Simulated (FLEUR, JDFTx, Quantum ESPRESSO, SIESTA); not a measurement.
## PbS: 4 runs at one level of theory

```
CELL_PARAMETERS angstrom
0.00000 2.96575 2.96575
2.96575 0.00000 2.96575
2.96575 2.96575 0.00000
ATOMIC_POSITIONS crystal
Pb 0.00000 0.00000 0.00000
S 0.50000 0.50000 0.50000
```

Alike in all runs: task equation of state; functional PBEsol; k mesh 8 × 8 × 8; occupations fermi-dirac, width 0.05 eV; no spin polarisation; no spin-orbit coupling.

```tsv
program and potentials	plane-wave cutoff (eV)	notes	equilibrium volume (Å³/atom)	bulk modulus (GPa)
SIESTA, files PseudoDojo sr-pbesol-0.4.1-standard, DZP (energy shift 0.003 Ry; two zetas on semicore shells)	-	atomic basis	26.08	58.8
Quantum ESPRESSO, PseudoDojo 0.4.1 SR PBEsol standard	762	-	25.72	59.4
FLEUR, all-electron, FLAPW	-	-	25.72	59.1
JDFTx, PseudoDojo-SR-PBEsol-0.4.1-standard with smoothed tails	762	-	25.72	59.3
```

The equilibrium volume spans 25.72 (FLEUR, all-electron, FLAPW) to 26.08 Å³/atom (SIESTA, files PseudoDojo sr-pbesol-0.4.1-standard, DZP (energy shift 0.003 Ry; two zetas on semicore shells)), with all-electron results at 25.72. The bulk modulus spans 58.8 (SIESTA, files PseudoDojo sr-pbesol-0.4.1-standard, DZP (energy shift 0.003 Ry; two zetas on semicore shells)) to 59.4 GPa (Quantum ESPRESSO, PseudoDojo 0.4.1 SR PBEsol standard), with all-electron results at 59.1. Rows in atomic bases carry the error of their basis and grid, which can be large.

The functional is the same throughout but for its coding, so the spread measures potentials, basis and numerics; runs on potential files found faulty are left out.
